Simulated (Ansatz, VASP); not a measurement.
Given: the input of a run of VASP 6.6.1 on Ag.

INCAR

```
SYSTEM = Ag
ALGO = Fast ; EDIFF = 1E-7
ENCUT = 520 ; GGA = PS
ISIF = 2 ; ISMEAR = 0
LASPH = .TRUE. ; LCHARG = .FALSE.
LREAL = .FALSE. ; LWAVE = .FALSE.
NBANDS = 12 ; NELM = 80
PREC = Accurate ; SIGMA = 0.02
```

KPOINTS

```
k-points
0
G
  11 11 11
  0 0 0
```

POSCAR

```
Ag
1.0
   -1.6556540000      1.6556540000      1.6556540000
    1.6556540000     -1.6556540000      1.6556540000
    1.6556540000      1.6556540000     -1.6556540000
Ag
1
Direct
    0.0000000000      0.0000000000      0.0000000000
```

Potentials or basis: VASP PAW PBE potentials, release 64 (Ag).

Run with:

```bash
$ cat potpaw_PBE.64/Ag/POTCAR > POTCAR
$ mpirun -np 1 vasp_std > vasp.out
```

Translate it to Ansatz 0.2.0. Potentials there: all-electron LAPW, scalar-relativistic.

As run (the cutoff follows the program's own potentials):

The input input.yaml:

```yaml
crystal:
  lattice:
    - [-1.655654, 1.655654, 1.655654]
    - [1.655654, -1.655654, 1.655654]
    - [1.655654, 1.655654, -1.655654]
  atoms:
    - { symbol: Ag, position: [0.0, 0.0, 0.0] }
kpoints:
  mp_grid: { grid: [11, 11, 11] }
scf:
  occupations: { method: gaussian, width: 0.02 }
hamiltonian:
  xc: pbesol
  pseudopotentials: { kind: all_electron, lapw: { basis_error: 0.001 } }
output:
  forces: true
  stress: true
  eigenvalues: true
```

Potentials or basis: all-electron LAPW, scalar-relativistic.

The run is started by

```console
$ ansatz run input.yaml --threads 1 --pin off --max-ram 3072MiB --backend cpu --events-out ev --progress --plain --runs-dir out
```

Both were run:

|  | VASP | Ansatz | Ansatz less VASP |
| --- | --- | --- | --- |
| gap on the k mesh at the Fermi level (eV) | none | none | - |
| pressure (GPa) | -7.4 | -7.3 | +0.11 |

A gap of «none» marks a metal or a gap that the smearing closes. Ansatz ran all-electron here, so the differences hold the error of VASP's frozen core and of both bases.

Caveats: the PAW data sets were made with another functional, which shifts forces and pressure a little (VASP).
